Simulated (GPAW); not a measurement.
# KBr (Fm-3m) in GPAW: further runs, part 2 of 2

GPAW 26.7.0. Earlier steps stand in the parts before.

### Step 3. One-shot levels on a semilocal density, r2SCAN

run.py reads:

```python
import numpy as np
import spglib
from ase import Atoms
from ase.dft.bandgap import bandgap
from ase.io import read, write
from ase.units import Ha
from gpaw import GPAW, PW
from gpaw.hybrids.energy import non_self_consistent_energy
from gpaw.new.pw.nschse import non_self_consistent_matrix_elements

atoms = read('KBr.cif')
cell, positions, numbers = spglib.find_primitive(
    (atoms.cell[:], atoms.get_scaled_positions(), atoms.numbers), symprec=1e-4)
atoms = Atoms(numbers, cell=cell, scaled_positions=positions, pbc=True)

calc = GPAW(mode=PW(450),
            xc='MGGA_X_R2SCAN+MGGA_C_R2SCAN',
            kpts={'size': (4, 4, 4), 'gamma': True},
            occupations={'name': 'fermi-dirac', 'width': 0.05},
            nbands=16,
            convergence={'density': 1e-06, 'bands': 14},
            maxiter=50,
            txt='gpaw.txt')
atoms.calc = calc
energy = atoms.get_potential_energy()
calc.write('gs.gpw')
write('result.traj', atoms)
print(f'Energy: {energy:.6f} eV')
print('Fermi level:', round(calc.get_fermi_level(), 4), 'eV')
print(f'Gap: {bandgap(calc)[0]:.4f} eV, direct: {bandgap(calc, direct=True)[0]:.4f} eV')

calc.write('wfs.gpw', mode='all')
eps = calc.eigenvalues()
free = calc.get_potential_energy(force_consistent=True)
semilocal_x = free + calc.get_xc_difference('MGGA_X_R2SCAN')  # without correlation
exact_x = non_self_consistent_energy(calc, 'EXX').sum()
h_x = non_self_consistent_matrix_elements(GPAW('wfs.gpw').dft, 'MGGA_X_R2SCAN')
h_exx = non_self_consistent_matrix_elements(GPAW('wfs.gpw').dft, 'EXX')
shift = np.einsum('sknn->skn', h_exx - h_x).real * Ha
np.savetxt('shift.dat', shift[..., :14].reshape((-1, 14)), fmt='%.4f')
occupied = eps < calc.get_fermi_level()
for name, a in {'r2SCAN0': 0.25, 'r2SCANh': 0.1, 'r2SCAN50': 0.5, 'r2SCAN-EpsX': 0.427}.items():
    levels = (eps + a * shift)[..., :14]
    gap = levels[~occupied[..., :14]].min() - levels[occupied[..., :14]].max()
    print(f'{name}: share {a}, energy {free + a * (exact_x - semilocal_x):.6f} eV, gap {gap:.4f} eV')
```

KBr.cif is that of step 2.

Potentials or basis: GPAW PAW data sets (gpaw-data 1.2.1), pw.

Command:

```bash
> OMP_NUM_THREADS=1 python run.py
```

gpaw.txt:

```text
__  _  _
 | _ |_)|_||  |
 |__||  | ||/\| - 26.7.0

Input parameters:
  mode=PW(ecut=450.00000000000006),
  convergence={'density': 1e-06, 'bands': 14},
  kpts=MonkhorstPack(size=(4, 4, 4), gamma=True),
  maxiter=50,
  nbands=16,
  occupations=Occupations(name='fermi-dirac', width=0.05),
  xc=XC(name='MGGA_X_R2SCAN+MGGA_C_R2SCAN')

Diagonalizing LCAO Hamiltonian
Converting LCAO to pw mode

                 Br

       K

Atoms  # Å, Bohr magnetons
|   | symbol |        x |        y |        z |    initial magnetic moments |
|---|--------|----------|----------|----------|-----------------------------|
| 0 |     Br | 3.300000 | 3.300000 | 3.300000 | ( 0.0000,  0.0000,  0.0000) |
| 1 |      K | 0.000000 | 0.000000 | 0.000000 | ( 0.0000,  0.0000,  0.0000) |

Unit cell  # Å
| periodic |        x |        y |        z |  lengths |    angles |
|----------|----------|----------|----------|----------|-----------|
|      yes | 0.000000 | 3.300000 | 3.300000 | 4.666905 | 60.000000 |
|      yes | 3.300000 | 0.000000 | 3.300000 | 4.666905 | 60.000000 |
|      yes | 3.300000 | 3.300000 | 0.000000 | 4.666905 | 60.000000 |

Number of symmetries: 48
Symmetry operations  # r_c * U_cc + t_c -> r_c
|    | kind |            matrix            |
|----|------|------------------------------|
|  0 |  σ   |  1, 0, 0,  1, 0,-1,  1,-1, 0 |
|  1 |  C2  |  1, 0, 0,  1,-1, 0,  1, 0,-1 |
|  2 |  E   |  1, 0, 0,  0, 1, 0,  0, 0, 1 |
|  3 |  σ   |  1, 0, 0,  0, 0, 1,  0, 1, 0 |
|  4 |  C4  |  1, 0,-1,  1, 0, 0,  1,-1, 0 |
|  5 |  S6  |  1, 0,-1,  1,-1, 0,  1, 0, 0 |
|  6 |  σ   |  1, 0,-1,  0, 1,-1,  0, 0,-1 |
|  7 |  C3  |  1, 0,-1,  0, 0,-1,  0, 1,-1 |
|  8 |  S6  |  1,-1, 0,  1, 0, 0,  1, 0,-1 |
|  9 |  C4  |  1,-1, 0,  1, 0,-1,  1, 0, 0 |
| 10 |  C3  |  1,-1, 0,  0,-1, 1,  0,-1, 0 |
| 11 |  σ   |  1,-1, 0,  0,-1, 0,  0,-1, 1 |
| 12 |  σ   |  0, 1, 0,  1, 0, 0,  0, 0, 1 |
| 13 |  C4  |  0, 1, 0,  0, 1,-1, -1, 1, 0 |
| 14 |  C3  |  0, 1, 0,  0, 0, 1,  1, 0, 0 |
| 15 |  S6  |  0, 1, 0, -1, 1, 0,  0, 1,-1 |
| 16 |  C2  |  0, 1,-1,  1, 0,-1,  0, 0,-1 |
| 17 |  σ   |  0, 1,-1,  0, 1, 0, -1, 1, 0 |
| 18 |  S4  |  0, 1,-1,  0, 0,-1,  1, 0,-1 |
| 19 |  C4  |  0, 1,-1, -1, 1, 0,  0, 1, 0 |
| 20 |  C3  |  0, 0, 1,  1, 0, 0,  0, 1, 0 |
| 21 |  σ   |  0, 0, 1,  0, 1, 0,  1, 0, 0 |
| 22 |  S6  |  0, 0, 1,  0,-1, 1, -1, 0, 1 |
| 23 |  C4  |  0, 0, 1, -1, 0, 1,  0,-1, 1 |
| 24 |  S4  |  0, 0,-1,  1, 0,-1,  0, 1,-1 |
| 25 |  C3  |  0, 0,-1,  0, 1,-1,  1, 0,-1 |
| 26 |  C2  |  0, 0,-1,  0,-1, 0, -1, 0, 0 |
| 27 |  S6  |  0, 0,-1, -1, 0, 0,  0,-1, 0 |
| 28 |  S4  |  0,-1, 1,  1,-1, 0,  0,-1, 0 |
| 29 |  C4  |  0,-1, 1,  0, 0, 1, -1, 0, 1 |
| 30 |  C2  |  0,-1, 1,  0,-1, 0,  1,-1, 0 |
| 31 |  σ   |  0,-1, 1, -1, 0, 1,  0, 0, 1 |
| 32 |  C3  |  0,-1, 0,  1,-1, 0,  0,-1, 1 |
| 33 |  S6  |  0,-1, 0,  0, 0,-1, -1, 0, 0 |
| 34 |  S4  |  0,-1, 0,  0,-1, 1,  1,-1, 0 |
| 35 |  C2  |  0,-1, 0, -1, 0, 0,  0, 0,-1 |
| 36 |  C2  | -1, 1, 0,  0, 1, 0,  0, 1,-1 |
| 37 |  S6  | -1, 1, 0,  0, 1,-1,  0, 1, 0 |
| 38 |  S4  | -1, 1, 0, -1, 0, 1, -1, 0, 0 |
| 39 |  C3  | -1, 1, 0, -1, 0, 0, -1, 0, 1 |
| 40 |  S6  | -1, 0, 1,  0, 0, 1,  0,-1, 1 |
| 41 |  C2  | -1, 0, 1,  0,-1, 1,  0, 0, 1 |
| 42 |  C3  | -1, 0, 1, -1, 1, 0, -1, 0, 0 |
| 43 |  S4  | -1, 0, 1, -1, 0, 0, -1, 1, 0 |
| 44 |  C2  | -1, 0, 0,  0, 0,-1,  0,-1, 0 |
| 45 |  i   | -1, 0, 0,  0,-1, 0,  0, 0,-1 |
| 46 |  σ   | -1, 0, 0, -1, 1, 0, -1, 0, 1 |
| 47 |  C2  | -1, 0, 0, -1, 0, 1, -1, 1, 0 |

BZ-sampling:
  Number of BZ points: 64
  Number of IBZ points: 8

  Monkhorst-Pack size: [4, 4, 4]
  Monkhorst-Pack shift: [0.125, 0.125, 0.125]

K-points  # in reciprocal-cell coordinates
|   |                                coordinates |     weight |
|---|--------------------------------------------|------------|
| 0 | (  0.00000000,   0.00000000,   0.00000000) | 0.01562500 |
| 1 | (  0.25000000,   0.25000000,   0.00000000) | 0.09375000 |
| 2 | (  0.25000000,   0.25000000,   0.25000000) | 0.12500000 |
| 3 | (  0.50000000,   0.25000000,  -0.25000000) | 0.09375000 |
| 4 | (  0.50000000,   0.25000000,   0.25000000) | 0.18750000 |
| 5 | (  0.50000000,   0.50000000,   0.00000000) | 0.04687500 |
| 6 | (  0.50000000,   0.50000000,   0.25000000) | 0.37500000 |
| 7 | (  0.50000000,   0.50000000,   0.50000000) | 0.06250000 |

Plane wave coefficients: 1588
Cutoff: 450.00000000000006 eV

Spin-components: 1 (collinear spins)
Bands:           16
Projectors:      10
Spin-degeneracy: 2
Datatype:        complex128

Density:
  Valence electrons: 16.0
  Components: 1
  Grid points: [24 24 24]
  Charge: 0.0  # |e|

Potential:
  Grid points: [24 24 24]

species:
  Br:
    name:    Bromine
    Z:       35.0
    valence: 7
    core:    28
    charge:  0.0  # [|e|]
    compensation charges:
      type: gauss
      rc: 0.35  # [Å]
      lmax: 2
    cutoffs:
      filter: 1.98  # [Å]
      core: 2.38  # [Å]
    projectors
    | kind |    occ | energy [eV] | rcut [Å] |
    |------|--------|-------------|----------|
    |   4s |  2.000 |     -20.121 |    1.111 |
    |   4p |  5.000 |      -7.861 |    1.111 |
    |    s |        |       7.091 |    1.111 |
    |    p |        |      19.351 |    1.111 |
    |    d |        |       0.000 |    1.111 |

    Using partial waves for Br as LCAO basis

  K:
    name:    Potassium
    Z:       19.0
    valence: 9
    core:    10
    charge:  0.0  # [|e|]
    compensation charges:
      type: gauss
      rc: 0.35  # [Å]
      lmax: 2
    cutoffs:
      filter: 1.91  # [Å]
      core: 1.27  # [Å]
    projectors
    | kind |    occ | energy [eV] | rcut [Å] |
    |------|--------|-------------|----------|
    |   3s |  2.000 |     -35.338 |    1.122 |
    |   4s |  1.000 |      -2.319 |    1.122 |
    |   3p |  6.000 |     -18.813 |    1.106 |
    |    p |        |       8.398 |    1.106 |
    |    d |        |       0.000 |    0.937 |

    Using partial waves for K as LCAO basis

Reference energy: -87284.500948  # eV

eigensolver:
  PPCG
  Converge bands: 14
  niter=2

density mixing:
  MSR1-Mixer
  Pratt-step length: 0.05
  Maximum mixing coefficient: 0.75
  Old densities: 10
  SVD Regularization: 0.005
  Good broyden scale: 1.0
  Trust region scale: 1.0
  Backstep threshold: 4.0
  History deletion threshold: 6.0
  Fourier metric: weight=20.0, sigma=0.015

occupation numbers:
  Fermi-Dirac:
    width: 0.0500  # eV

poisson solver:
  ecut: 3600.0000000000005  # eV

xc functional:
  name: MGGA_X_R2SCAN+MGGA_C_R2SCAN with 2 nearest neighbor stencil

convergence criteria:
- Maximum integral of absolute [dens]ity change: 1e-06 electrons / valence electron
- Maximum [total energy] change in last 3 cyles: 0.0005 eV / valence electron
- Maximum integral of absolute [eigenst]ate change: 4e-08 eV^2 / valence electron
maximum number of iterations: 50

SCF iterations
|iter     | |      energy | eigst |  dens |
|---------|-|-------------|-------|-------|
|iter:   1| |  -26.068788 | +2.16 |       |
|iter:   2| |  -21.428416 | +0.97 | -1.34 |
|iter:   3| |  -21.317447 | +0.34 | -1.30 |
|iter:   4| |  -21.333773 | -0.39 | -1.53 |
|iter:   5| |  -21.304449 | -1.25 | -1.59 |
|iter:   6| |  -21.306118 | -1.82 | -2.25 |
|iter:   7| |  -21.306328c| -2.46 | -2.83 |
|iter:   8| |  -21.306373c| -2.96 | -3.17 |
|iter:   9| |  -21.306372c| -3.29 | -3.86 |
|iter:  10| |  -21.306371c| -3.47 | -4.00 |
|iter:  11| |  -21.306371c| -1.90 | -5.19 |
|iter:  12| |  -21.306371c| -2.33 | -5.57 |
|iter:  13| |  -21.306371c| -2.46 | -6.40c|
|iter:  14| |  -21.306371c| -3.17 | -7.05c|
|iter:  15| |  -21.306371c| -3.48 | -7.94c|
|iter:  16| |  -21.306371c| -3.89 | -8.75c|
|iter:  17| |  -21.306371c| -4.20 | -9.15c|
|iter:  18| |  -21.306371c| -4.91 | -9.93c|
|iter:  19| |  -21.306371c| -5.20 |-10.18c|
|iter:  20| |  -21.306371c| -5.62 |-10.14c|
|iter:  21| |  -21.306371c| -5.90 |-10.81c|
|iter:  22| |  -21.306371c| -6.32 |-11.26c|
|iter:  23| |  -21.306371c| -6.70 |-11.77c|
|iter:  24| |  -21.306371c| -7.09 |-12.03c|
|iter:  25| |  -21.306371c| -7.36 |-12.15c|
|iter:  26| |  -21.306371c| -7.82c|-12.61c|

Converged in 26 steps
Energy contributions relative to reference atoms: (reference = -87284.500948)

Energy contributions:
  Kinetic:           0.519657
  Coulomb:           0.495228
  Zero:             -0.929408
  External:          0.000000
  Xc:              -21.391848
  Entropy:          -0.000000
  Spinorbit:         0.000000
  ----------------------------
  Free energy:     -21.306371
  Extrapolated:    -21.306371

dipole moment: (-24.076087, -24.076087, -24.076087)  # |e|*Ang

Fermi level: 0.785
Eigenvalues  # (at kpt = [0.000, 0.000, 0.000])
| band index |      eig [eV] | occ [0-2] |
|------------|---------------|-----------|
|          0 |       -29.430 |     2.000 |
|          1 |       -13.316 |     2.000 |
|          2 |       -12.161 |     2.000 |
|          3 |       -12.161 |     2.000 |
|          4 |       -12.161 |     2.000 |
|          5 |        -0.606 |     2.000 |
|          6 |        -0.606 |     2.000 |
|          7 |        -0.606 |     2.000 |
|          8 |         4.476 |     0.000 |
|          9 |         7.629 |     0.000 |
|         10 |         7.629 |     0.000 |
|         11 |         7.629 |     0.000 |
|         12 |         8.594 |     0.000 |
|         13 |         8.594 |     0.000 |
|         14 |        11.462 |     0.000 |
|         15 |        15.060 |     0.000 |

Gap: 5.082 eV
Transition (v -> c):
  (s=0, k=0, n=7, [0.00, 0.00, 0.00]) -> (s=0, k=0, n=8, [0.00, 0.00, 0.00])
No difference between direct/indirect transitions
# Writing to gs.gpw (mode='')

# Writing to wfs.gpw (mode='all')
```

It took 83 s on 1 thread of Intel Xeon Platinum 8488C (Sapphire Rapids), shared host; peak memory 0.39 GiB.

Results:

```
Free energy            : -21.3064 eV
Band gap on the k mesh : 5.08 eV, direct
```

Levels at points of the mesh, in eV from the valence-band top:
```tsv
k point	band 5	band 6	band 7	band 8	band 9	band 10	band 11	band 12
(0.00, 0.00, 0.00)	-11.56	0.00	0.00	0.00	5.08	8.24	8.24	8.24
(0.50, 0.50, 0.00)	-11.59	-0.82	-0.29	-0.29	6.37	8.03	10.13	10.17
(0.50, 0.50, 0.50)	-11.31	-1.16	-0.33	-0.33	7.12	8.87	10.48	10.48
```

Band gaps from one-shot exact exchange on these states (eV): r2scan0 6.66, r2scanh 5.71, r2scan50 8.24, r2scan_epsx 7.78

Caveat: the k mesh is coarse; energy and the plain gap are those of the semilocal run; the hybrids' values are one shot on its orbitals and mesh.

### Step 4. How close it comes

Step 2. A measured high-frequency dielectric constant of KBr is 2.36 (a printed reference work, monograph); the calculated 2.34 misses it by -0.8 %.
